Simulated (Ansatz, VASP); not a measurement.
# SnSe in VASP and in Ansatz

POSCAR

```
SnSe
1.0
    0.0000000000      3.0510475958      3.0021131514
    3.0510475958      0.0000000000      3.0021131514
    3.0510475958      3.0510475958      0.0000000000
Sn Se
1 1
Direct
    0.0000000000      0.0000000000      0.0000000000
    0.5000000000      0.5000000000      0.5000000000
```

File INCAR.step1:

```
SYSTEM = SnSe
ALGO = Normal
EDIFF = 1E-4
ENCUT = 520
GGA = PE
ISMEAR = -1
LASPH = .TRUE.
LCHARG = .FALSE.
LREAL = .FALSE.
LWAVE = .TRUE.
NBANDS = 17
NELM = 100
PREC = Accurate
SIGMA = 0.02
```

INCAR.step2

```
SYSTEM = SnSe
ALGO = Normal
EDIFF = 1E-6
ENCUT = 520
ISIF = 2
ISMEAR = -1
ISTART = 1
LASPH = .TRUE.
LCHARG = .FALSE.
LMIXTAU = .TRUE.
LREAL = .FALSE.
LWAVE = .FALSE.
METAGGA = R2SCAN
NBANDS = 17
NELM = 100
PREC = Accurate
SIGMA = 0.02
```

KPOINTS

```
k-points
0
G
  8 8 8
  0 0 0
```

Input for Ansatz:

```yaml
crystal:
  lattice:
    - [0.0, 3.0510475958, 3.0021131514]
    - [3.0510475958, 0.0, 3.0021131514]
    - [3.0510475958, 3.0510475958, 0.0]
  atoms:
    - { symbol: Sn, position: [0.0, 0.0, 0.0] }
    - { symbol: Se, position: [0.5, 0.5, 0.5] }
kpoints:
  mp_grid: { grid: [8, 8, 8] }
  band_path:
    path:
      - [0.0, 0.0, 0.0]
      - [0.5, 0.0, 0.5]
      - [0.625, 0.25, 0.625]
      - [0.375, 0.375, 0.75]
      - [0.5, 0.5, 0.5]
      - [0.5, 0.25, 0.75]
      - [0.5, 0.475, 0.525]
      - [-0.039714, 0.01237, 0.481364]
      - [-0.051758, -0.034912, 0.479167]
    npoints: 1
hamiltonian:
  xc: r2scan
scf:
  occupations: { method: fermi_dirac, width: 0.02 }
  n_extra_bands: 4
output:
  forces: true
  stress: true
  eigenvalues: true
```

Change from the starting cell: biaxial_xy strain +1.6%.

Alike in both runs: task single point; functional r2SCAN; k mesh 8 × 8 × 8; occupations fermi-dirac, width 0.02 eV; no spin polarisation.

|  | VASP | Ansatz |
| --- | --- | --- |
| version | VASP 6.6.1 | Ansatz 0.2.0 |
| potentials or method | VASP PAW PBE potentials, release 64 (Sn_d, Se) | plane waves, PAW |
| plane-wave cutoff (eV) | 520 | 500 |
| valence electrons in the cell | 20 | 30 |

|  | VASP | Ansatz | Ansatz less VASP |
| --- | --- | --- | --- |
| pressure (GPa) | -1.3 | -1.3 | +0.01 |
| largest component of the traceless stress (GPa) | 1.21 | 1.20 | -0.004 |

The two sets of potentials don't hold the same shells in valence.

Caveats: the PAW data sets were made with another functional, which shifts forces and pressure a little (VASP); spin-orbit coupling is left out, which moves the levels of the heavy elements. A k mesh can miss the band edges.
